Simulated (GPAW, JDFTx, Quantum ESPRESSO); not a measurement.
## One calculation of SiC, 4 ways

```xyz
4
Lattice="3.0760 0.0000 0.0000 -1.5380 2.6639 0.0000 0.0000 0.0000 5.0480" Properties=species:S:1:pos:R:3 pbc="T T T"
Si    1.5380    0.8880    2.5240
Si    0.0000    1.7759    0.0000
C     1.5380    0.8880    4.4675
C     0.0000    1.7759    1.9435
```

Alike in all runs: task single point; functional PBE; k mesh 10 × 10 × 5; occupations fermi-dirac, width 0.05 eV; no spin polarisation; no spin-orbit coupling. Pressure is positive in compression and, in plane waves, holds the error of the finite cutoff.

```tsv
program and potentials	plane-wave cutoff (eV)	notes	pressure (GPa)	largest force (eV/Å)
Quantum ESPRESSO, SSSP 1.3 efficiency PBE	748	-	?	?
JDFTx, PseudoDojo-SR-PBE-0.5-standard with smoothed tails	1116	-	3.68	0.760
GPAW, GPAW PAW data sets (gpaw-data 1.2.1)	800	-	4.97	0.770
JDFTx, PseudoDojo-SR-PBE-0.5-standard	1116	-	3.66	0.760
```

Problem. Estimate from the other rows what the run with Quantum ESPRESSO, SSSP 1.3 efficiency PBE gave.

Solution. Pressure 3.90 GPa; largest force 0.758 eV/Å. The other rows, which needn't bracket it: pressure 3.66 to 4.97; largest force 0.760 to 0.770.
